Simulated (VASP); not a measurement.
# CaO: restarted molecular dynamics, 2 variants

CaO, Fm-3m (no. 225), 8 atoms in the cell. PBE, molecular dynamics; PAW potentials Ca_pv, O (PBE set).

| Restart from | Temperature at the end (K) | The same without a restart (K) | Potential energy at the end (eV/atom) | The same without a restart (eV/atom) | Electronic steps in the first step after the restart | Time (s) |
|---|---|---|---|---|---|---|
| CONTCAR with velocities, WAVECAR read | 247.0 | 247.0 | -6.31098 | -6.31098 | 5 | 182 |
| CONTCAR with velocities, no WAVECAR | 247.0 | 247.0 | -6.31098 | -6.31098 | 16 | 189 |

Limits: 60 fs of 8 atoms are too short for converged averages; the cell is only 4.8 Å across, so each atom moves in step with near copies of itself.

## Input of the first row

INCAR.step1:
```
SYSTEM = CaO
  GGA = PE
  PREC = Normal
  ENCUT = 400
  EDIFF = 1E-6
  NELMIN = 4
  NELM = 60
  ALGO = Normal
  LREAL = Auto
  LASPH = .TRUE.
  ISMEAR = 0
  SIGMA = 0.05
  ISYM = 0
  LWAVE = .TRUE.
  LCHARG = .FALSE.
  IBRION = 0
  NSW = 30
  POTIM = 1.0
  TEBEG = 600
  ISIF = 2
  RANDOM_SEED = 223372 0 0
  MDALGO = 2
  SMASS = 0
  KPAR = 2
```

INCAR.step2, as INCAR.step1 but for:
```
- LWAVE = .TRUE.
+ LWAVE = .FALSE.
```

KPOINTS:
```
k-points
0
Monkhorst-Pack
  2 2 2
```

POSCAR.step1:
```
CaO
1.0
    4.8071113920      0.0000000000      0.0000000000
    0.0000000000      4.8071113920      0.0000000000
    0.0000000000      0.0000000000      4.8071113920
Ca O
4 4
Direct
    0.0000000000      0.0000000000      0.0000000000
    0.0000000000      0.5000000000      0.5000000000
    0.5000000000      0.0000000000      0.5000000000
    0.5000000000      0.5000000000      0.0000000000
    0.5000000000      0.0000000000      0.0000000000
    0.5000000000      0.5000000000      0.5000000000
    0.0000000000      0.0000000000      0.5000000000
    0.0000000000      0.5000000000      0.0000000000
```

Commands (each step's output is kept before the next begins):
```
cat potpaw_PBE.64/Ca_pv/POTCAR potpaw_PBE.64/O/POTCAR > POTCAR
cp INCAR.step1 INCAR
cp POSCAR.step1 POSCAR
mpirun -np 2 vasp_std > vasp.out
cp CONTCAR POSCAR
cp INCAR.step2 INCAR
mpirun -np 2 vasp_std > vasp.out
```

Changes of the last row against the first:
```
(step 1)
- LWAVE = True
+ LWAVE = False
```

VASP 6.6.1 took 182 s on 2 cores (Intel Xeon Platinum 8259CL @ 2.50GHz (Skylake/Cascade Lake)), a shared host.
